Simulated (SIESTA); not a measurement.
Crystal: Cu.

```xyz
2
Lattice="2.5341 0.0000 0.0000 -1.2670 2.1946 0.0000 0.0000 0.0000 4.1126" Properties=species:S:1:pos:R:3 pbc="T T T"
Cu    1.2670    0.7315    3.0844
Cu    0.0000    1.4631    1.0281
```

This isn't the form of Cu at room conditions, which is fcc.

Base run:

| Quantity | Value |
| --- | --- |
| Program | SIESTA 5.4.2 |
| Functional | PBEsol |
| Potentials or basis | PseudoDojo 0.4 standard (PBEsol files) |
| Basis | TZP (energy shift 0.003 Ry; two zetas on semicore shells) |
| Grid cutoff | 800 Ry |
| Energy shift | 0.003 Ry |
| k mesh | 12 × 12 × 7 |
| Occupations | fermi-dirac, width 0.05 eV |
| Spin | no spin polarisation |

Its results: band gap on the k mesh none (metal or under the smearing width); pressure -2.4 GPa.

After a change of settings the same cell gave: band gap on the k mesh none (metal or under the smearing width); pressure -3.8 GPa. Which change was it?
A. basis from TZP (energy shift 0.003 Ry; two zetas on semicore shells) to SZP (energy shift 0.003 Ry)
B. basis from TZP (energy shift 0.003 Ry; two zetas on semicore shells) to TZDP (energy shift 0.003 Ry; two zetas on semicore shells)
C. basis from TZP (energy shift 0.003 Ry; two zetas on semicore shells) to SZ (energy shift 0.003 Ry)
D. basis from TZP (energy shift 0.003 Ry; two zetas on semicore shells) to DZP (energy shift 0.003 Ry; two zetas on semicore shells)

A.

Caveats: short orbitals over semicore shells can move pressures by several GPa; the basis of atomic orbitals isn't converged, which shifts pressures, moduli and gaps.
